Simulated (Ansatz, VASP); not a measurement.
# Two plane-wave programs on Cs

The input INCAR:

```
SYSTEM = Cs
ALGO     = Fast           ! electronic algorithm
EDIFF    = 1E-6           ! SCF threshold, eV
ENCUT    = 520            ! plane-wave cutoff, eV
GGA      = PS             ! functional
ISIF     = 2              ! what is computed and relaxed
ISMEAR   = 0              ! smearing method
LASPH    = .True.         ! aspherical terms in the spheres
LCHARG   = .True.         ! write CHGCAR
LELF     = .True.         ! ELF
LREAL    = .False.        ! projectors in reciprocal space
LVHAR    = .True.       
LWAVE    = .False.        ! write WAVECAR
NBANDS   = 10             ! bands
NELM     = 60             ! most SCF steps
PREC     = Accurate       ! precision mode
SIGMA    = 0.05           ! smearing width, eV
```

KPOINTS

```
k-points
0
Gamma
  10 10 10
  0 0 0
```

File POSCAR:

```
Cs
1.0
   -3.0335000000      3.0335000000      3.0335000000
    3.0335000000     -3.0335000000      3.0335000000
    3.0335000000      3.0335000000     -3.0335000000
Cs
1
Direct
    0.0000000000      0.0000000000      0.0000000000
```

Input for Ansatz:

```yaml
crystal:
  lattice:
    - [-3.0335, 3.0335, 3.0335]
    - [3.0335, -3.0335, 3.0335]
    - [3.0335, 3.0335, -3.0335]
  atoms:
    - { symbol: Cs, position: [0.0, 0.0, 0.0] }
basis:
  ecutwfc: 420
  ecutrho_ratio: 4
kpoints:
  mp_grid: { grid: [10, 10, 10] }
hamiltonian:
  xc: pbesol
scf:
  occupations: { method: gaussian, width: 0.05 }
output:
  forces: true
  stress: true
  eigenvalues: true
```

Alike in both runs: task single point; functional PBEsol; k mesh 10 × 10 × 10; occupations gaussian, width 0.05 eV; no spin polarisation.

```csv
,VASP,Ansatz
version,VASP 6.6.1,Ansatz 0.2.0
potentials or method,"VASP PAW PBE potentials, release 64 (Cs_sv)","scalar-relativistic, plane waves, PAW"
plane-wave cutoff (eV),520,420
valence electrons in the cell,9,9
```

|  | VASP | Ansatz | Ansatz less VASP |
| --- | --- | --- | --- |
| gap on the k mesh at the Fermi level (eV) | none | none | - |
| pressure (GPa) | -0.1 | -0.1 | +0.01 |

A gap of «none» marks a metal or a gap that the smearing closes.

Caveats: the PAW data sets were made with another functional, which shifts forces and pressure a little (VASP). The runs have no spin-orbit coupling, so splittings on Cs are missing.
